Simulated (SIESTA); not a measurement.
Crystal: FeO (Wuestite).

```
Fe O
1.0
     0.00000    2.15540    2.15540
     2.15540    0.00000    2.15540
     2.15540    2.15540    0.00000
Fe O
1 1
Cartesian
  0.0000 0.0000 0.0000
  2.1554 2.1554 2.1554
```

Base run:

| Quantity | Value |
| --- | --- |
| Program | SIESTA 5.4.2 |
| Functional | vdW-DF2 |
| Potentials or basis | PseudoDojo 0.4 standard (PBE files) |
| Basis | DZP (energy shift 0.003 Ry; two zetas on semicore shells) |
| Grid cutoff | 800 Ry |
| Energy shift | 0.003 Ry |
| k mesh | 8 × 8 × 8 |
| Occupations | fermi-dirac, width 0.05 eV |
| Spin | collinear spin, ferromagnetic start |
| Starting moments | [3.0, 0.0] μB |

Its results: band gap on the k mesh none (metal or under the smearing width); pressure 13.2 GPa; net moment 4.00 μB per cell; site moments Fe +3.68; O +0.32 μB.

**Question.** After a change of settings the same cell gave: band gap on the k mesh none (metal or under the smearing width); pressure -5.8 GPa; net moment 4.00 μB per cell; site moments Fe +3.68; O +0.32 μB. Which change was it?
A. functional from vdW-DF2 to vdW-DF
B. functional from vdW-DF2 to vdW-DF-cx
C. functional from vdW-DF2 to vdW-DF-C09
D. functional from vdW-DF2 to BLYP; k mesh from 8 × 8 × 8 to 11 × 11 × 11

**Answer.** B.

Caveats: short orbitals over semicore shells can move pressures by several GPa; the potentials were made for another functional, which shifts forces and pressure; the basis of atomic orbitals isn't converged, which shifts pressures, moduli and gaps; a cell with one magnetic atom can't hold antiferromagnetic order, which such compounds often take; semilocal functionals often make such compounds metallic where correlation or magnetic order opens a gap, which also shifts bond lengths.

Not every run made on this cell is shown here.
